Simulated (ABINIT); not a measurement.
**Moving the pressure in SiC**

The cell as given:

Symmetry: P6_3mc, No. 186, hexagonal system. The conventional cell has a = 3.076 Å, b = 3.076 Å, c = 5.048 Å, α = 90.00°, β = 90.00°, γ = 120.00°. Around Si (site symmetry 3m) lie 4 C at 1.87 to 1.94 Å. C (site symmetry 3m) is surrounded by 4 Si at 1.87 to 1.94 Å.

Kept alike: task relaxation of cell and atoms; functional PBE; k mesh 10 × 10 × 5; occupations fermi-dirac, width 0.05 eV; no spin polarisation. Program: ABINIT, JTH PAW PBE v2.0, cutoff 517 eV. The mesh is that of the run's cell of 4 atoms. No spin-orbit coupling.

```csv
"pressure, P (GPa)",volume (Å³/atom),first edge of the run's cell (Å),third edge of the run's cell (Å)
0,10.477,3.089,5.071
5,10.245,3.066,5.032
10,10.035,3.046,4.997
20,9.669,3.008,4.934
30,9.357,2.976,4.879
```

The relaxations keep at least the cell's symmetry (P6_3mc). The runs follow the start's structure, whether or not it is the stable one at these pressures. P is the pressure aimed at, which the runs meet within some hundredths to tenths of a GPa.

The volume falls from 10.477 to 9.357 Å³/atom between 0 and 30 GPa. The volume falls ever more slowly, since the solid stiffens under load. At the pressures aimed at, which the runs meet within some tenths of a GPa, the step from 0 to 5 GPa gives a mean bulk modulus near 223 GPa, the last step 305 GPa. The first edge of the run's cell falls from 3.089 to 2.976 Å between 0 and 30 GPa. The third edge of the run's cell falls from 5.071 to 4.879 Å between 0 and 30 GPa.
